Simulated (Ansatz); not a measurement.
## O_N-Al_Si in Si3N4 (P6_3/m): charge-transition levels and formation energies

Aim: at which Fermi levels does O_N-Al_Si in Si3N4 (P6_3/m) change its charge? The model is a cell of 126 host atoms with 1 N and 1 Si taken out and 1 O and 1 Al put in.

Method: place-levels on PBEsol runs: charge-transition levels and formation energies with image-charge correction and potential alignment at the atomic sites; PAW set soft_1, in Ansatz 0.2.0.

### 1. The structure

The cell holds 126 atoms: 53 Si, 71 N, 1 Al and 1 O. Cell: a = 13.206 Å, b = 13.206 Å, c = 8.731 Å, α = 90.0°, β = 90.0°, γ = 120.0°. It derives from Si3N4 (space group P6_3/m). Nearest the centre at fractional (0.515, 0.384, 0.583): Al56 at 0.87 Å, O83 at 0.87 Å, N62 at 2.15 Å, N74 at 2.17 Å, N116 at 2.17 Å, Si101 at 2.33 Å, Si59 at 2.33 Å, Si44 at 2.92 Å.

The host's dielectric constants go in as inputs: (4.29, 4.29, 4.37) for the electrons alone, (8.29, 8.29, 8.25) with the ions, from a response run on this crystal (DFPT, PBEsol) at that run's own cell.

The cell's shortest repeat is 8.7 Å.

### 2. The runs of each charge state

A transition level is the Fermi level at which two charge states cost the same, so each charge needs its own total energy, at its own relaxed structure.

Each atom starts 0.05 Å or so off its site in a random direction: a symmetric start keeps its symmetry, and would miss off-centre moves and Jahn–Teller distortions. Forces are taken at one point at (¼, ¼, ¼). The cell holds 1 electron more than the neutral one, with a uniform background that keeps it neutral on the whole. The electron count is odd, so at least one spin is unpaired; this run locks the moment at 1 μB.

The sampling was tested on the host first: at the k-points planned (1x1x1 shifted 0.25 0.25 0.25) its energy lies 0.000 eV an atom from the dense-mesh value, under the bound of 0.02 eV set for this test; that bounds the host's error, not the defect's.

One state's input; the others differ in charge, spin, start and seed, and in occupations where the table says so.

qm1_M1.relax/input.yaml reads:

```yaml
crystal:
  lattice:
    - [11.43668588, 6.60297367, 0.0]
    - [-11.43668588, 6.60297367, 0.0]
    - [0.0, 0.0, 8.73076733]
  atoms:
    - { symbol: Si, position: [0.01950046, 0.80655545, 0.25] }
    - { symbol: Si, position: [0.3528338, 0.47322211, 0.25] }
    - { symbol: Si, position: [0.68616713, 0.13988878, 0.25] }
    - { symbol: Si, position: [0.21294502, 0.01950046, 0.08333333] }
    - { symbol: Si, position: [0.54627835, 0.68616713, 0.08333333] }
    - { symbol: Si, position: [0.87961168, 0.3528338, 0.08333333] }
    - { symbol: Si, position: [0.13988878, 0.45372165, 0.08333333] }
    - { symbol: Si, position: [0.47322211, 0.12038832, 0.08333333] }
    - { symbol: Si, position: [0.80655545, 0.78705498, 0.08333333] }
    - { symbol: Si, position: [0.19344455, 0.21294502, 0.25] }
    - { symbol: Si, position: [0.52677789, 0.87961168, 0.25] }
    - { symbol: Si, position: [0.86011122, 0.54627835, 0.25] }
    - { symbol: Si, position: [0.12038832, 0.6471662, 0.25] }
    - { symbol: Si, position: [0.45372165, 0.31383287, 0.25] }
    - { symbol: Si, position: [0.78705498, 0.98049954, 0.25] }
    - { symbol: Si, position: [0.31383287, 0.86011122, 0.08333333] }
    - { symbol: Si, position: [0.6471662, 0.52677789, 0.08333333] }
    - { symbol: Si, position: [0.98049954, 0.19344455, 0.08333333] }
    - { symbol: "N", position: [0.0, 0.66666667, 0.25] }
    - { symbol: "N", position: [0.33333333, 0.33333333, 0.25] }
    - { symbol: "N", position: [0.66666667, 0.0, 0.25] }
    - { symbol: "N", position: [0.0, 0.33333333, 0.08333333] }
    - { symbol: "N", position: [0.33333333, 0.0, 0.08333333] }
    - { symbol: "N", position: [0.66666667, 0.66666667, 0.08333333] }
    - { symbol: "N", position: [0.21345843, 0.45653274, 0.25] }
    - { symbol: "N", position: [0.54679176, 0.12319941, 0.25] }
    - { symbol: "N", position: [0.8801251, 0.78986608, 0.25] }
    - { symbol: "N", position: [0.09025902, 0.8801251, 0.08333333] }
    - { symbol: "N", position: [0.42359235, 0.54679176, 0.08333333] }
    - { symbol: "N", position: [0.75692569, 0.21345843, 0.08333333] }
    - { symbol: "N", position: [0.12319941, 0.57640765, 0.08333333] }
    - { symbol: "N", position: [0.45653274, 0.24307431, 0.08333333] }
    - { symbol: "N", position: [0.78986608, 0.90974098, 0.08333333] }
    - { symbol: "N", position: [0.21013392, 0.09025902, 0.25] }
    - { symbol: "N", position: [0.54346726, 0.75692569, 0.25] }
    - { symbol: "N", position: [0.87680059, 0.42359235, 0.25] }
    - { symbol: "N", position: [0.1198749, 0.21013392, 0.08333333] }
    - { symbol: "N", position: [0.45320824, 0.87680059, 0.08333333] }
    - { symbol: "N", position: [0.78654157, 0.54346726, 0.08333333] }
    - { symbol: "N", position: [0.24307431, 0.78654157, 0.25] }
    - { symbol: "N", position: [0.57640765, 0.45320824, 0.25] }
    - { symbol: "N", position: [0.90974098, 0.1198749, 0.25] }
    - { symbol: Si, position: [0.01950046, 0.80655545, 0.58333333] }
    - { symbol: Si, position: [0.3528338, 0.47322211, 0.58333333] }
    - { symbol: Si, position: [0.68616713, 0.13988878, 0.58333333] }
    - { symbol: Si, position: [0.21294502, 0.01950046, 0.41666667] }
    - { symbol: Si, position: [0.54627835, 0.68616713, 0.41666667] }
    - { symbol: Si, position: [0.87961168, 0.3528338, 0.41666667] }
    - { symbol: Si, position: [0.13988878, 0.45372165, 0.41666667] }
    - { symbol: Si, position: [0.47322211, 0.12038832, 0.41666667] }
    - { symbol: Si, position: [0.80655545, 0.78705498, 0.41666667] }
    - { symbol: Si, position: [0.19344455, 0.21294502, 0.58333333] }
    - { symbol: Si, position: [0.52677789, 0.87961168, 0.58333333] }
    - { symbol: Si, position: [0.86011122, 0.54627835, 0.58333333] }
    - { symbol: Si, position: [0.12038832, 0.6471662, 0.58333333] }
    - { symbol: Al, position: [0.45372165, 0.31383287, 0.58333333] }
    - { symbol: Si, position: [0.78705498, 0.98049954, 0.58333333] }
    - { symbol: Si, position: [0.31383287, 0.86011122, 0.41666667] }
    - { symbol: Si, position: [0.6471662, 0.52677789, 0.41666667] }
    - { symbol: Si, position: [0.98049954, 0.19344455, 0.41666667] }
    - { symbol: "N", position: [0.0, 0.66666667, 0.58333333] }
    - { symbol: "N", position: [0.33333333, 0.33333333, 0.58333333] }
    - { symbol: "N", position: [0.66666667, 0.0, 0.58333333] }
    - { symbol: "N", position: [0.0, 0.33333333, 0.41666667] }
    - { symbol: "N", position: [0.33333333, 0.0, 0.41666667] }
    - { symbol: "N", position: [0.66666667, 0.66666667, 0.41666667] }
    - { symbol: "N", position: [0.21345843, 0.45653274, 0.58333333] }
    - { symbol: "N", position: [0.54679176, 0.12319941, 0.58333333] }
    - { symbol: "N", position: [0.8801251, 0.78986608, 0.58333333] }
    - { symbol: "N", position: [0.09025902, 0.8801251, 0.41666667] }
    - { symbol: "N", position: [0.42359235, 0.54679176, 0.41666667] }
    - { symbol: "N", position: [0.75692569, 0.21345843, 0.41666667] }
    - { symbol: "N", position: [0.12319941, 0.57640765, 0.41666667] }
    - { symbol: "N", position: [0.45653274, 0.24307431, 0.41666667] }
    - { symbol: "N", position: [0.78986608, 0.90974098, 0.41666667] }
    - { symbol: "N", position: [0.21013392, 0.09025902, 0.58333333] }
    - { symbol: "N", position: [0.54346726, 0.75692569, 0.58333333] }
    - { symbol: "N", position: [0.87680059, 0.42359235, 0.58333333] }
    - { symbol: "N", position: [0.1198749, 0.21013392, 0.41666667] }
    - { symbol: "N", position: [0.45320824, 0.87680059, 0.41666667] }
    - { symbol: "N", position: [0.78654157, 0.54346726, 0.41666667] }
    - { symbol: "N", position: [0.24307431, 0.78654157, 0.58333333] }
    - { symbol: O, position: [0.57640765, 0.45320824, 0.58333333] }
    - { symbol: "N", position: [0.90974098, 0.1198749, 0.58333333] }
    - { symbol: Si, position: [0.01950046, 0.80655545, 0.91666667] }
    - { symbol: Si, position: [0.3528338, 0.47322211, 0.91666667] }
    - { symbol: Si, position: [0.68616713, 0.13988878, 0.91666667] }
    - { symbol: Si, position: [0.21294502, 0.01950046, 0.75] }
    - { symbol: Si, position: [0.54627835, 0.68616713, 0.75] }
    - { symbol: Si, position: [0.87961168, 0.3528338, 0.75] }
    - { symbol: Si, position: [0.13988878, 0.45372165, 0.75] }
    - { symbol: Si, position: [0.47322211, 0.12038832, 0.75] }
    - { symbol: Si, position: [0.80655545, 0.78705498, 0.75] }
    - { symbol: Si, position: [0.19344455, 0.21294502, 0.91666667] }
    - { symbol: Si, position: [0.52677789, 0.87961168, 0.91666667] }
    - { symbol: Si, position: [0.86011122, 0.54627835, 0.91666667] }
    - { symbol: Si, position: [0.12038832, 0.6471662, 0.91666667] }
    - { symbol: Si, position: [0.45372165, 0.31383287, 0.91666667] }
    - { symbol: Si, position: [0.78705498, 0.98049954, 0.91666667] }
    - { symbol: Si, position: [0.31383287, 0.86011122, 0.75] }
    - { symbol: Si, position: [0.6471662, 0.52677789, 0.75] }
    - { symbol: Si, position: [0.98049954, 0.19344455, 0.75] }
    - { symbol: "N", position: [0.0, 0.66666667, 0.91666667] }
    - { symbol: "N", position: [0.33333333, 0.33333333, 0.91666667] }
    - { symbol: "N", position: [0.66666667, 0.0, 0.91666667] }
    - { symbol: "N", position: [0.0, 0.33333333, 0.75] }
    - { symbol: "N", position: [0.33333333, 0.0, 0.75] }
    - { symbol: "N", position: [0.66666667, 0.66666667, 0.75] }
    - { symbol: "N", position: [0.21345843, 0.45653274, 0.91666667] }
    - { symbol: "N", position: [0.54679176, 0.12319941, 0.91666667] }
    - { symbol: "N", position: [0.8801251, 0.78986608, 0.91666667] }
    - { symbol: "N", position: [0.09025902, 0.8801251, 0.75] }
    - { symbol: "N", position: [0.42359235, 0.54679176, 0.75] }
    - { symbol: "N", position: [0.75692569, 0.21345843, 0.75] }
    - { symbol: "N", position: [0.12319941, 0.57640765, 0.75] }
    - { symbol: "N", position: [0.45653274, 0.24307431, 0.75] }
    - { symbol: "N", position: [0.78986608, 0.90974098, 0.75] }
    - { symbol: "N", position: [0.21013392, 0.09025902, 0.91666667] }
    - { symbol: "N", position: [0.54346726, 0.75692569, 0.91666667] }
    - { symbol: "N", position: [0.87680059, 0.42359235, 0.91666667] }
    - { symbol: "N", position: [0.1198749, 0.21013392, 0.75] }
    - { symbol: "N", position: [0.45320824, 0.87680059, 0.75] }
    - { symbol: "N", position: [0.78654157, 0.54346726, 0.75] }
    - { symbol: "N", position: [0.24307431, 0.78654157, 0.91666667] }
    - { symbol: "N", position: [0.57640765, 0.45320824, 0.91666667] }
    - { symbol: "N", position: [0.90974098, 0.1198749, 0.91666667] }
  host:
    repeats: [1, 1, 3]
    atoms:
      - { symbol: Si, position: [0.01950046, 0.80655545, 0.75] }
      - { symbol: Si, position: [0.3528338, 0.47322211, 0.75] }
      # ... 40 more atoms of the perfect host
total_charge: -1
basis:
  ecutwfc: 420
  xc_grid: 2
hamiltonian:
  xc: pbesol
  pseudopotentials: { kind: paw, azcp: { folder: soft_1 }, xc_functional: pbe }
kpoints:
  mp_grid: { grid: [1, 1, 1], shift: [0.25, 0.25, 0.25] }
magnetization:
  spin_polarized: true
  initial_magnetization: 1
  spin_locking: { lock_magnetization: hard }
scf:
  occupations: { method: fixed }
  max_iter: 60
output:
  forces: true
  charged_corrections:
    epsilon: [4.29, 4.29, 4.37]
    static_epsilon: [8.29, 8.29, 8.25]
    defect_position: [0.515065, 0.383521, 0.583333]
relax:
  f_tol: 0.02
  max_steps: 80
  random_displacement: { amplitude: 0.05, seed: 6878 }
checkpoint:
  write: "../qm1_M1.relax.run"
  compress: false
  write_wavefunctions: true
  write_every: 100000
```

Launch:

```sh
$ ansatz run input.yaml --threads 4 --pin off --max-ram 15073MiB --backend cpu --events-out ev --progress --plain --runs-dir out
```

Defect states can disperse in a cell of this size, so the energy is taken again at a 2×2×2 shifted mesh, on the relaxed structure.

The run of this state that the levels use, under PBEsol:

qm1_M1.point/input.yaml reads:

```yaml
crystal:
  checkpoint: "../qm1_M1.relax.run"
  host: checkpoint
total_charge: -1
basis:
  ecutwfc: 420
  xc_grid: 2
hamiltonian:
  xc: pbesol
  pseudopotentials: { kind: paw, azcp: { folder: soft_1 }, xc_functional: pbe }
kpoints:
  mp_grid: { grid: [2, 2, 2], shift: [0.5, 0.5, 0.5] }
magnetization:
  spin_polarized: true
  initial_magnetization: 1
  spin_locking: { lock_magnetization: hard }
scf:
  occupations: { method: fermi_dirac, width: 0.01 }
  max_iter: 60
output:
  forces: true
  eigenvalues: true
  charged_corrections:
    epsilon: [4.29, 4.29, 4.37]
    static_epsilon: [8.29, 8.29, 8.25]
    defect_position: [0.515065, 0.383521, 0.583333]
  eigenstates: { localisation: true }
  populations: true
  efg: {}
  band_densities: [{ bands: [v1, v1] }, { bands: [c1, c1] }]
  write_density: true
  write_potential: true
  volumetric_format: npy
checkpoint:
  read: "../qm1_M1.relax.run"
  write: "../qm1_M1.point.run"
  compress: false
  write_wavefunctions: false
  write_every: 100000
```

Relaxations under PBEsol at one point at (¼, ¼, ¼); times on 4 threads of Arm Neoverse V2, shared host:

| charge | moment (μB) | occupations | outcome | steps | largest displacement against the far atoms (Å) | time |
| --- | --- | --- | --- | --- | --- | --- |
| −1 | 1 | fixed | converged | 12 | 0.29 | 10 min |
| 0 | 0 | fixed | converged | 6 | 0.10 | 2.6 min |
| +1 | 1 | fixed | converged | 7 | 0.10 | 7.4 min |

Single points under PBEsol at a 2×2×2 shifted mesh; times on 4 threads of Arm Neoverse V2, shared host:

| charge | moment (μB) | occupations | outcome | time |
| --- | --- | --- | --- | --- |
| −1 | 1 | fermi-dirac | converged | 7.3 min |
| 0 | 0 | fermi-dirac | converged | 3 min |
| +1 | 1 | fermi-dirac | converged | 8.5 min |

Distances (Å) from the ideal centre to the nearest atoms after relaxation with PBEsol:

| charge | moment (μB) | 1. | 2. | 3. | 4. | 5. | 6. |
| --- | --- | --- | --- | --- | --- | --- | --- |
| −1 | 1 | Al 0.85 | O 1.02 | N 2.22 | N 2.22 | Si 2.23 | N 2.28 |
| 0 | 0 | Al 0.96 | O 0.97 | N 2.22 | N 2.24 | N 2.24 | Si 2.39 |
| +1 | 1 | Al 0.94 | O 0.97 | N 2.22 | N 2.24 | N 2.24 | Si 2.39 |

(Continued in part 2 of 2.)

[Logs are printed without paths, hosts, clocks, repeated set-up lines and the standing remarks that a program may print on its own settings, such as how far it seeks lower states.]

[Hosts, paths, dates, database ids (printed as entryN), source tags and the programs' standing remarks are cut or masked in the printed files.]

[Where a table of states has a column of steps, it counts the stored structures, which are thinned; the runs took as many ionic steps or more.]

[A defect's name tells the site on which it was built; relaxed atoms can leave that site.]

[For some hosts the program warned that the k-mesh of the response run may be too coarse for force constants and the static dielectric constant; such warnings are not shown here.]
